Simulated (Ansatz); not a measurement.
PbO in the rocksalt structure at its r2SCAN geometry: many-body runs in Ansatz on a coarse mesh, with settings drawn wide and some wrong on purpose. No gap below is converged. Note: simulated data, non-magnetic, for a generated structure that need not be the stable one.

The first input:
```yaml
crystal:
  lattice:
    - [0.0, 2.6065174966, 2.6065174966]
    - [2.6065174966, 0.0, 2.6065174966]
    - [2.6065174966, 2.6065174966, 0.0]
  atoms:
    - { symbol: Pb, position: [0.0, 0.0, 0.0] }
    - { symbol: O, position: [0.5, 0.5, 0.5] }
kpoints:
  mp_grid: { grid: [4, 4, 4] }
hamiltonian:
  xc: pbe
scf:
  occupations: { method: fixed }
gw:
  n_empty_bands: 8
  ecut_chi: 80
  qp_bands: [v1, c1]
  qp_kpoints: band_edges
  screening: { model: contour_deformation }
```

Task: How does it end?

Result: It runs. The PBE gap over the mesh, 0.50 eV, becomes 0.75 eV, with 18 bands summed and 59 plane waves in the screening. An edge level is marked as doubtful. The program can't show that a gap stays open between the mesh points, so the crystal may have none.
```
WARN: The pass of gw summed this state as an insulator, by the gap at the k-points of its mesh. Between them the highest filled and the lowest empty band overlap, or are closer than 0.001 eV or than the solver resolves […]
--- G₀W₀: contour deformation, 7 samples at zero and on the imaginary axis and 2 off it, 64 q-points, 8 empty bands' worth ---
    ik  band        ε_KS         Σx   Σc(E_QP)       V_xc       Z   E_QP_lin       E_QP  E_QP is
     2    10     10.3149   -11.8193     0.3968   -12.0170  0.7441    10.8986    10.9095  root
     2    11     10.8158   -20.8571     0.3634   -21.4095  0.6688    11.8129    11.7316  root ?
     3    10      9.0541   -23.7003     4.5315   -19.9226  2.9593    12.0966     9.8080  root ?
     3    11     13.7561    -9.7692    -3.3518   -14.0615  0.7291    14.7956    14.6966  root ?
     5    10     10.0907   -23.8050     3.7959   -20.9010  0.6625    10.9548    10.9826  root
     5    11     12.0233    -9.1039    -2.9321   -12.7745  0.7417    12.8165    12.7618  root
     7    10      9.4362   -24.1650     4.4040   -20.5771  0.5685    10.1509    10.2524  root ?
     7    11     14.3001    -9.1027    -3.4977   -13.5265  0.8133    15.4759    15.2262  root ?
```
The points are ik 2 = (0, 0, -1/2), ik 3 = (0, 1/4, 1/4), ik 5 = (0, 1/4, -1/4), ik 7 = (1/4, -1/2, -1/4); band 10 is the last filled one.

Task: And with these blocks in place of the first input's?
```yaml
hamiltonian:
  xc: hse06
gw:
  n_empty_bands: 60
  ecut_chi: 80
  qp_bands: [v1, c1]
  qp_kpoints: band_edges
  screening: { model: contour_deformation }
```

Result: It runs. The HSE06 gap over the mesh, 0.14 eV, becomes 0.82 eV, with 70 bands summed and 59 plane waves in the screening. The exchange mesh is coarse for a hybrid start.
```
--- G₀W₀: contour deformation, 8 samples at zero and on the imaginary axis and 2 off it, 64 q-points, 60 empty bands' worth ---
    ik  band        ε_KS         Σx   Σc(E_QP)       V_xc       Z   E_QP_lin       E_QP  E_QP is
     2    10     10.3159   -11.5224    -0.2840   -11.8266  0.7956    10.3360    10.3361  root
     2    11     10.4576   -20.6413    -0.3537   -21.6968  0.7325    11.1606    11.1593  root
     3    10      8.2950   -23.6180     3.7358   -20.7014  1.6377    10.2567     9.1142  root ?
     3    11     14.0967    -9.4332    -3.9467   -13.4611  0.7977    14.1792    14.1780  root
     5    10      9.5446   -23.6020     2.9924   -21.3824  0.7261    10.3077    10.3173  root
     5    11     12.2099    -8.8104    -3.6004   -12.3804  0.7916    12.1796    12.1796  root
     7    10      8.7377   -23.9219     3.5555   -21.1919  0.6439     9.4978     9.5633  root
     7    11     14.6653    -8.8598    -4.0887   -12.9778  0.7703    14.6945    14.6945  root
```
The points are ik 2 = (0, 0, -1/2), ik 3 = (0, 1/4, 1/4), ik 5 = (0, 1/4, -1/4), ik 7 = (1/4, -1/2, -1/4); band 10 is the last filled one.

Task: And with these blocks in place of the first input's?
```yaml
hamiltonian:
  xc: lda
gw:
  n_empty_bands: 60
  ecut_chi: 80
  qp_bands: [v1, c1]
  qp_kpoints: band_edges
  screening: { model: contour_deformation }
  q_mesh: [1, 1, 1]
```

Result: It runs. The LDA gap over the mesh, 0.54 eV, becomes 1.76 eV, with 70 bands summed and 59 plane waves in the screening. A single q point can't stand for the zone. An edge level is marked as doubtful.
```
--- G₀W₀: contour deformation, 7 samples at zero and on the imaginary axis and 2 off it, 1 q-point, 60 empty bands' worth ---
    ik  band        ε_KS         Σx   Σc(E_QP)       V_xc       Z   E_QP_lin       E_QP  E_QP is
     2    10      9.8314   -18.4885     5.6483   -12.5702  0.5752     9.5478     9.5614  root ?
     2    11     10.3737   -10.6721    -9.0290   -21.6349  0.5442    11.6513    12.3075  root ?
     3    10      8.6193   -27.1669     7.1602   -20.1238  0.5468     8.7345     8.7365  root ?
     3    11     13.2416    -7.5957    -6.9379   -14.6228  0.5746    13.3320    13.3308  root ?
     4    10      8.3349   -24.2009     5.8727   -18.6778  0.5582     8.6694     8.6845  root ?
     4    11     12.5056    -8.8826    -6.9774   -16.0657  0.5668    12.7185    12.7112  root ?
     5    10      9.6531   -28.5288     7.5288   -21.1135  0.5452     9.7647     9.7666  root ?
     5    11     11.5228    -6.3122    -7.0259   -13.3372  0.5752    11.5219    11.5219  root ?
     7    10      9.0017   -28.2723     7.7149   -20.7907  0.5443     9.2278     9.2350  root ?
     7    11     13.7891    -6.9686    -7.0977   -14.0917  0.5763    13.8146    13.8145  root ?
```
The points are ik 2 = (0, 0, -1/2), ik 3 = (0, 1/4, 1/4), ik 4 = (0, 1/4, -1/2), ik 5 = (0, 1/4, -1/4), ik 7 = (1/4, -1/2, -1/4); band 10 is the last filled one.

Task: And with these blocks in place of the first input's?
```yaml
hamiltonian:
  xc: hse06
gw:
  n_empty_bands: 2
  ecut_chi: 80
  qp_bands: [v1, c1]
  qp_kpoints: band_edges
  screening: { model: contour_deformation }
```

Result: The ground state converges, and G0W0 is refused.
```
Error: G₀W₀ refused: the quasiparticle rows reach c1, inside the degenerate multiplet of c1 to c3 at k-index 0, which gw.n_empty_bands = 2 cuts: a row's own level would stand in its own sum at a weight under one; raise gw.n_empty_bands to 3 or more, or end gw.qp_bands at v1 or below
```

Spin-orbit coupling is left out; in compounds of Pb, Bi, Tl or Hg it can lower a gap by up to about 1 eV, split its edges or invert the bands.
